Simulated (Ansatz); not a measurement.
# Si: the cost of one run

Program: Ansatz 0.2.0, driven from Python. Level of theory: DFT PBE, plane waves, PAW. These are calculated values, not measurements.

## 1. The structure

It takes space group I4_1/amd (No. 141, tetragonal). Conventional cell: a = 4.743 Å, b = 4.743 Å, c = 2.659 Å, α = 90.00°, β = 90.00°, γ = 90.00°. Si (site symmetry -4m2) is surrounded by 6 Si at 2.46 to 2.66 Å.

No structure file is read: the coordinates are typed or built in the script.

## 2. The code

kconv.py reads:

```python
"""Convergence of Si with the k-point mesh."""

import ansatz as az
import matplotlib.pyplot as plt

structure = (
    az.Lattice.of([-2.3713723, 2.3713723, 1.32926539], [2.3713723, -2.3713723, 1.32926539], [2.3713723, 2.3713723, -1.32926539])
    .atom("Si", [0.25, 0.75, 0.5])
    .atom("Si", [0.5, 0.5, 0.0])
)

setup = (
    structure.calculation()
    .functional("PBE")
    .pseudopotentials("paw")
    .basis(510)
    .occupations("Fermi-Dirac", width=0.05)
)

rows = []
for value in [(3, 3, 3), (4, 4, 4), (6, 6, 6), (8, 8, 8), (10, 10, 10), (12, 12, 12)]:
    summary = setup.kpoints(*value).run(threads=1, backend="cpu").report
    rows.append((value, summary["free_energy_ev"] / len(summary["lattice"]["sites"]), summary["n_iterations"], summary["n_kpoints"]))

print("        mesh   F/atom (eV)    iterations      k-points")
for row in rows:
    print(f"{str(row[0]):>12s}  {row[1]:12.5f}  {row[2]:12d}  {row[3]:12d}")

# the last row is the reference
for row in rows[:-1]:
    shift = 1000 * (row[1] - rows[-1][1])
    print(f"{row[0]}: {shift:+.2f} meV/atom" + ("  (within 5 meV)" if abs(shift) < 5 else ""))
plt.figure(figsize=(4.5, 3))
plt.plot([str(row[0]) for row in rows], [1000 * (row[1] - rows[-1][1]) for row in rows], "o-")
plt.xlabel("mesh")
plt.ylabel("F - F(last) (meV/atom)")
plt.tight_layout()
plt.savefig("kconv.png", dpi=100)
```

## 3. The input behind the calls

The package turns the script's settings into the engine's input (first run):

```yaml
crystal:
  lattice:
    - [-2.3713723, 2.3713723, 1.32926539]
    - [2.3713723, -2.3713723, 1.32926539]
    - [2.3713723, 2.3713723, -1.32926539]
  atoms:
    - { symbol: Si, position: [0.25, 0.75, 0.5] }
    - { symbol: Si, position: [0.5, 0.5, 0.0] }
basis:
  ecutwfc: 510.0
kpoints:
  mp_grid:
    grid: [3, 3, 3]
hamiltonian:
  xc: pbe
  pseudopotentials:
    kind: paw
scf:
  occupations:
    method: fermi_dirac
    width: 0.05
```

## 4. The run

Started as:

```console
$ python kconv.py
```

What time and memory should one allow on 1 thread of Arm Neoverse V1, shared host?

About 8.2 s, with a peak of 0.42 GiB.
